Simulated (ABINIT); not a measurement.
# SnTe (Fm-3m) in ABINIT: settings compared

One crystal, SnTe, is run at these levels: BP86+D3(BJ), PBEsol, AM05, LDA; tasks: equation of state, band structure.

Program: ABINIT 10.8.3 (patched build). These are calculated values, not measurements. Logs are shortened: lines on timing, memory, paths and dates and some standing lists are left out, and cuts for length are marked. The log counts tension as positive stress, the text compression.

### 1 The crystal as given

Symmetry: Fm-3m, No. 225, cubic system. Conventional cell: a = 6.302 Å, b = 6.302 Å, c = 6.302 Å, α = 90.00°, β = 90.00°, γ = 90.00°. Te (site symmetry m-3m) has 6 Sn at 3.15 Å as nearest neighbours. Sn (site symmetry m-3m) is surrounded by 6 Te at 3.15 Å.

### 2 Equation of state, BP86+D3(BJ)

File run.abi:

```
ndtset 7
getwfk -1
scalecart1 3*0.9795861087
scalecart2 3*0.9864848297
scalecart3 3*0.9932883884
scalecart4 3*1.0000000000
scalecart5 3*1.0066227096
scalecart6 3*1.0131594038
scalecart7 3*1.0196128224

pp_dirpath "./"
pseudos "Te.GGA_PBE-JTH.xml, Sn.GGA_PBE-JTH.xml"

acell 3*1.0 Angstrom
rprim
     0.0000000000     3.1508500000     3.1508500000
     3.1508500000     0.0000000000     3.1508500000
     3.1508500000     3.1508500000     0.0000000000
ntypat 2
znucl 52 50
natom 2
typat 1 2
xred
     0.5000000000     0.5000000000     0.5000000000
     0.0000000000     0.0000000000     0.0000000000

ecut 15.0
pawecutdg 30.0

kptopt 1
ngkpt 7 7 7
nshiftk 1
shiftk 0.0 0.0 0.0

ixc -106132
vdw_xc 7

nband 14
occopt 3
tsmear 0.05 eV

nstep 100
tolvrs 1.0e-9

iomode 3
prtwf 1
prtden 0
prteig 0
prtebands 0
enunit 1
```

Potentials or basis: JTH PAW PBE v2.0.

Started as:

```bash
> abinit run.abi > log 2>&1
```

run.abo:

```text
.Version 10.8.3 of ABINIT
 DATASET    1 : space group Fm -3 m (#225); Bravais cF (face-center cubic)
================================================================================
 Values of the parameters that define the memory need for DATASET  1.
     intxc =       0    ionmov =       0      iscf =      17    lmnmax =      18
     lnmax =       6     mgfft =      30  mpssoang =       3    mqgrid =    3001
     natom =       2  nloc_mem =       2    nspden =       1   nspinor =       1
    nsppol =       1      nsym =      48    n1xccc =       1    ntypat =       2
    occopt =       3   xclevel =       2
       mpw =        1117          nfft =       27000          nkpt =          20
 PAW method is used; the additional fine FFT grid is defined by:
   mgfftf=        45    nfftf =     91125
================================================================================
================================================================================
[... 71 lines left out ...]
 DATASET    7 : space group Fm -3 m (#225); Bravais cF (face-center cubic)
================================================================================
 Values of the parameters that define the memory need for DATASET  7.
     intxc =       0    ionmov =       0      iscf =      17    lmnmax =      18
     lnmax =       6     mgfft =      30  mpssoang =       3    mqgrid =    3001
     natom =       2  nloc_mem =       2    nspden =       1   nspinor =       1
    nsppol =       1      nsym =      48    n1xccc =       1    ntypat =       2
    occopt =       3   xclevel =       2
       mpw =        1267          nfft =       27000          nkpt =          20
 PAW method is used; the additional fine FFT grid is defined by:
   mgfftf=        45    nfftf =     91125
================================================================================
================================================================================

--------------------------------------------------------------------------------
------------- Echo of variables that govern the present computation ------------
--------------------------------------------------------------------------------
 -outvars: echo values of preprocessed input variables --------
            acell      1.8897261259E+00  1.8897261259E+00  1.8897261259E+00 Bohr
              amu      1.27600000E+02  1.18710000E+02
             ecut      1.50000000E+01 Hartree
           enunit           1
           getwfk          -1
              ixc     -106132
           jdtset        1    2    3    4    5    6    7
         kptrlatt        7    0    0      0    7    0      0    0    7
          kptrlen1     5.77407275E+01
          kptrlen2     5.81473658E+01
          kptrlen3     5.85483948E+01
          kptrlen4     5.89440040E+01
          kptrlen5     5.93343730E+01
          kptrlen6     5.97196720E+01
          kptrlen7     6.01000623E+01
            natom           2
            nband          14
           ndtset           7
            ngfft          30      30      30
          ngfftdg          45      45      45
             nkpt          20
            nstep         100
             nsym          48
           ntypat           2
           occopt           3
        pawecutdg      3.00000000E+01 Hartree
         pawxcdev           0
           prtden           0
        prtebands           0
           prteig           0
            rprim1     0.0000000000E+00  3.0865288906E+00  3.0865288906E+00
                       3.0865288906E+00  0.0000000000E+00  3.0865288906E+00
                       3.0865288906E+00  3.0865288906E+00  0.0000000000E+00
            rprim2     0.0000000000E+00  3.1082657257E+00  3.1082657257E+00
                       3.1082657257E+00  0.0000000000E+00  3.1082657257E+00
                       3.1082657257E+00  3.1082657257E+00  0.0000000000E+00
            rprim3     0.0000000000E+00  3.1297027186E+00  3.1297027186E+00
                       3.1297027186E+00  0.0000000000E+00  3.1297027186E+00
                       3.1297027186E+00  3.1297027186E+00  0.0000000000E+00
            rprim4     0.0000000000E+00  3.1508500000E+00  3.1508500000E+00
                       3.1508500000E+00  0.0000000000E+00  3.1508500000E+00
                       3.1508500000E+00  3.1508500000E+00  0.0000000000E+00
            rprim5     0.0000000000E+00  3.1717171645E+00  3.1717171645E+00
                       3.1717171645E+00  0.0000000000E+00  3.1717171645E+00
                       3.1717171645E+00  3.1717171645E+00  0.0000000000E+00
            rprim6     0.0000000000E+00  3.1923133075E+00  3.1923133075E+00
                       3.1923133075E+00  0.0000000000E+00  3.1923133075E+00
                       3.1923133075E+00  3.1923133075E+00  0.0000000000E+00
            rprim7     0.0000000000E+00  3.2126470615E+00  3.2126470615E+00
                       3.2126470615E+00  0.0000000000E+00  3.2126470615E+00
                       3.2126470615E+00  3.2126470615E+00  0.0000000000E+00
          spgroup         225
           tolvrs      1.00000000E-09
           tsmear      1.83746611E-03 Hartree
            typat      1  2
           useylm           1
           vdw_xc           7
           xangst1     3.0865288906E+00  3.0865288906E+00  3.0865288906E+00
                       0.0000000000E+00  0.0000000000E+00  0.0000000000E+00
           xangst2     3.1082657257E+00  3.1082657257E+00  3.1082657257E+00
                       0.0000000000E+00  0.0000000000E+00  0.0000000000E+00
           xangst3     3.1297027186E+00  3.1297027186E+00  3.1297027186E+00
                       0.0000000000E+00  0.0000000000E+00  0.0000000000E+00
           xangst4     3.1508500000E+00  3.1508500000E+00  3.1508500000E+00
                       0.0000000000E+00  0.0000000000E+00  0.0000000000E+00
           xangst5     3.1717171645E+00  3.1717171645E+00  3.1717171645E+00
                       0.0000000000E+00  0.0000000000E+00  0.0000000000E+00
           xangst6     3.1923133075E+00  3.1923133075E+00  3.1923133075E+00
                       0.0000000000E+00  0.0000000000E+00  0.0000000000E+00
           xangst7     3.2126470615E+00  3.2126470615E+00  3.2126470615E+00
                       0.0000000000E+00  0.0000000000E+00  0.0000000000E+00
            xcart1     5.8326942829E+00  5.8326942829E+00  5.8326942829E+00
                       0.0000000000E+00  0.0000000000E+00  0.0000000000E+00
            xcart2     5.8737709480E+00  5.8737709480E+00  5.8737709480E+00
                       0.0000000000E+00  0.0000000000E+00  0.0000000000E+00
            xcart3     5.9142809936E+00  5.9142809936E+00  5.9142809936E+00
                       0.0000000000E+00  0.0000000000E+00  0.0000000000E+00
            xcart4     5.9542435638E+00  5.9542435638E+00  5.9542435638E+00
                       0.0000000000E+00  0.0000000000E+00  0.0000000000E+00
            xcart5     5.9936767898E+00  5.9936767898E+00  5.9936767898E+00
                       0.0000000000E+00  0.0000000000E+00  0.0000000000E+00
            xcart6     6.0325978592E+00  6.0325978592E+00  6.0325978592E+00
                       0.0000000000E+00  0.0000000000E+00  0.0000000000E+00
            xcart7     6.0710230854E+00  6.0710230854E+00  6.0710230854E+00
                       0.0000000000E+00  0.0000000000E+00  0.0000000000E+00
             xred      5.0000000000E-01  5.0000000000E-01  5.0000000000E-01
                       0.0000000000E+00  0.0000000000E+00  0.0000000000E+00
            znucl       52.00000   50.00000

================================================================================

 chkinp: Checking input parameters for consistency, jdtset=   1.

 chkinp: Checking input parameters for consistency, jdtset=   2.
[... 36 lines left out ...]
 getcut: wavevector=  0.0000  0.0000  0.0000  ngfft=  45  45  45
         ecut(hartree)=     30.000   => boxcut(ratio)=   2.16343

--- Pseudopotential description ------------------------------------------------
- pspini: atom type   1  psp file is ./Te.GGA_PBE-JTH.xml
 Pseudopotential format is: paw10
 basis_size (lnmax)=  4 (lmn_size=  8), orbitals=   0   0   1   1
 Spheres core radius: rc_sph= 2.31107438
 Shapefunction is SIN type: shapef(r)=[sin(pi*r/rshp)/(pi*r/rshp)]**2
 Radius for shape functions =  2.10488624
 Compensation charge density is not taken into account in XC energy/potential

- pspini: atom type   2  psp file is ./Sn.GGA_PBE-JTH.xml
 Pseudopotential format is: paw10
 basis_size (lnmax)=  6 (lmn_size= 18), orbitals=   0   0   1   1   2   2
 Spheres core radius: rc_sph= 2.51086398
 Shapefunction is BESSEL type: shapef(r,l)=aa(1,l)*jl(q(1,l)*r)+aa(2,l)*jl(q(2,l)*r)
 Radius for shape functions =  1.40702157
 Compensation charge density is not taken into account in XC energy/potential

   2.71771569E+03                                ecore*ucvol(ha*bohr**3)
--------------------------------------------------------------------------------

[... 1208 lines left out ...]
-Cartesian components of stress tensor (GPa)         [Pressure= -4.3584E+00 GPa]
- sigma(1 1)=  4.35837539E+00  sigma(3 2)=  0.00000000E+00
- sigma(2 2)=  4.35837539E+00  sigma(3 1)=  0.00000000E+00
- sigma(3 3)=  4.35837539E+00  sigma(2 1)=  0.00000000E+00

== END DATASET(S) ==============================================================
================================================================================

 -outvars: echo values of variables after computation  --------
            acell      1.8897261259E+00  1.8897261259E+00  1.8897261259E+00 Bohr
           etotal1    -7.8208516223E+01
           etotal2    -7.8208534097E+01
           etotal3    -7.8208244738E+01
           etotal4    -7.8207690681E+01
           etotal5    -7.8206893061E+01
           etotal6    -7.8205884888E+01
           etotal7    -7.8204715944E+01
            fcart1    -0.0000000000E+00 -0.0000000000E+00 -0.0000000000E+00
                      -0.0000000000E+00 -0.0000000000E+00 -0.0000000000E+00
            fcart2    -0.0000000000E+00 -0.0000000000E+00 -0.0000000000E+00
                      -0.0000000000E+00 -0.0000000000E+00 -0.0000000000E+00
            fcart3    -0.0000000000E+00 -0.0000000000E+00 -0.0000000000E+00
                      -0.0000000000E+00 -0.0000000000E+00 -0.0000000000E+00
            fcart4    -0.0000000000E+00 -0.0000000000E+00 -0.0000000000E+00
                      -0.0000000000E+00 -0.0000000000E+00 -0.0000000000E+00
            fcart5    -0.0000000000E+00 -0.0000000000E+00 -0.0000000000E+00
                      -0.0000000000E+00 -0.0000000000E+00 -0.0000000000E+00
[... 38 lines left out ...]
                       0.0000000000E+00  0.0000000000E+00  0.0000000000E+00
           xangst1     3.0865288906E+00  3.0865288906E+00  3.0865288906E+00
                       0.0000000000E+00  0.0000000000E+00  0.0000000000E+00
           xangst2     3.1082657257E+00  3.1082657257E+00  3.1082657257E+00
                       0.0000000000E+00  0.0000000000E+00  0.0000000000E+00
           xangst3     3.1297027186E+00  3.1297027186E+00  3.1297027186E+00
                       0.0000000000E+00  0.0000000000E+00  0.0000000000E+00
           xangst4     3.1508500000E+00  3.1508500000E+00  3.1508500000E+00
                       0.0000000000E+00  0.0000000000E+00  0.0000000000E+00
           xangst5     3.1717171645E+00  3.1717171645E+00  3.1717171645E+00
                       0.0000000000E+00  0.0000000000E+00  0.0000000000E+00
           xangst6     3.1923133075E+00  3.1923133075E+00  3.1923133075E+00
                       0.0000000000E+00  0.0000000000E+00  0.0000000000E+00
           xangst7     3.2126470615E+00  3.2126470615E+00  3.2126470615E+00
                       0.0000000000E+00  0.0000000000E+00  0.0000000000E+00
             xred      5.0000000000E-01  5.0000000000E-01  5.0000000000E-01
                       0.0000000000E+00  0.0000000000E+00  0.0000000000E+00
 Calculation completed.
```

Run time: 84 s. Hardware: 1 thread of Arm Neoverse V1, shared host; peak memory 0.14 GiB.

What came out:

```
Equilibrium volume                      : 29.75 Å³/atom
Bulk modulus                            : 55 GPa
Pressure derivative of the bulk modulus : 5.5 (rough: it moves with the points fitted)
```

Energy against volume, from the lowest point:
| volume (Å³/atom) | energy (meV/atom) |
| --- | --- |
| 29.404 | 0.24 |
| 30.030 | 0.00 |
| 30.656 | 3.94 |
| 31.281 | 11.48 |
| 31.907 | 22.33 |
| 32.532 | 36.04 |
| 33.158 | 51.95 |

Caveat: the cutoff is too short for stress, so the log's stress isn't used; pressures at fixed basis lie under the slope of the energies; this odd mesh misses L, where the gap lies, so gap, dielectric constants and Born charges aren't listed; the PAW data sets were made with another functional, which shifts forces and pressure a little.

### 3 Band structure, PBEsol

File run.abi:

```
ndtset 2

pp_dirpath "./"
pseudos "Te.GGA_PBE-JTH.xml, Sn.GGA_PBE-JTH_sp.xml"

acell 4.455974803 4.455974803 4.455974803 Angstrom
rprim
     0.0000000000     0.7071067812     0.7071067812
     0.7071067812     0.0000000000     0.7071067812
     0.7071067812     0.7071067812     0.0000000000
ntypat 2
znucl 52 50
natom 2
typat 1 2
xred
     0.5000000000     0.5000000000     0.5000000000
     0.0000000000     0.0000000000     0.0000000000

ecut 408.170794 eV
pawecutdg 30.0

ixc -116133

occopt 3
tsmear 0.00183747

nstep 100

iomode 3
prtwf 0
prteig 0
prtebands 0
enunit 1
prtden1 1

kptopt1 1
ngkpt1 7 7 7
nshiftk1 1
shiftk1 0.0 0.0 0.0
nband1 9
tolvrs1 1.0e-9

iscf2 -2
getden2 1
nband2 13
nbdbuf2 2
tolwfr2 1.0e-12
kptopt2 -9
ndivsm2 8
prteig2 1
kptbounds2
     0.0000000000     0.0000000000     0.0000000000
     0.5000000000     0.0000000000     0.5000000000
     0.5000000000     0.2500000000     0.7500000000
     0.3750000000     0.3750000000     0.7500000000
     0.0000000000     0.0000000000     0.0000000000
     0.5000000000     0.5000000000     0.5000000000
     0.6250000000     0.2500000000     0.6250000000
     0.5000000000     0.2500000000     0.7500000000
     0.5000000000     0.5000000000     0.5000000000
     0.3750000000     0.3750000000     0.7500000000
```

Potentials or basis: JTH PAW PBE v2.0 sp.

Started as:

```bash
> abinit run.abi > log 2>&1
```

Wall time 42 s (1 thread of Arm Neoverse V1, shared host); peak memory 0.14 GiB.

It converged, with:

- Free energy: -325.8083 eV
- Valence electrons inside the program's atomic spheres: Te 3.14; Sn 2.28

Levels at the corners of the path, in eV from the Fermi level:
| point | band 1 | band 2 | band 3 | band 4 | band 5 | band 6 | band 7 | band 8 | band 9 | band 10 |
| --- | --- | --- | --- | --- | --- | --- | --- | --- | --- | --- |
| Γ | -12.87 | -4.75 | -2.16 | -2.16 | -2.16 | 3.39 | 3.39 | 3.39 | 4.72 | 4.72 |
| X | -11.32 | -6.55 | -5.65 | -3.78 | -3.78 | 2.04 | 4.95 | 4.95 | 6.33 | 9.27 |
| W | -11.23 | -7.44 | -4.90 | -4.90 | -0.87 | 0.79 | 4.59 | 4.59 | 6.09 | 6.09 |
| K | -11.28 | -7.49 | -5.25 | -3.30 | -2.78 | 3.00 | 3.03 | 4.18 | 5.53 | 8.20 |
| Γ | -12.87 | -4.75 | -2.16 | -2.16 | -2.16 | 3.39 | 3.39 | 3.39 | 4.72 | 4.72 |
| L | -11.59 | -8.40 | -1.86 | -1.86 | -0.10 | 0.07 | 0.29 | 0.29 | 7.76 | 8.87 |
| U | -11.28 | -7.49 | -5.25 | -3.30 | -2.78 | 3.00 | 3.03 | 4.18 | 5.53 | 8.20 |
| W | -11.23 | -7.44 | -4.90 | -4.90 | -0.87 | 0.79 | 4.59 | 4.59 | 6.09 | 6.09 |
| L | -11.59 | -8.40 | -1.86 | -1.86 | -0.10 | 0.07 | 0.29 | 0.29 | 7.76 | 8.87 |
| K | -11.28 | -7.49 | -5.25 | -3.30 | -2.78 | 3.00 | 3.03 | 4.18 | 5.53 | 8.20 |

Caveat: the cutoff is too short for stress, so the log's stress isn't used; this odd mesh misses L, where the gap lies, so gap, dielectric constants and Born charges aren't listed; the PAW data sets were made with another functional, which shifts forces and pressure a little; spin-orbit coupling is left out, which moves the levels of the heavy elements; this set keeps more shells in the core, which shifts pressures and gaps.

[end of part 1 of 2]
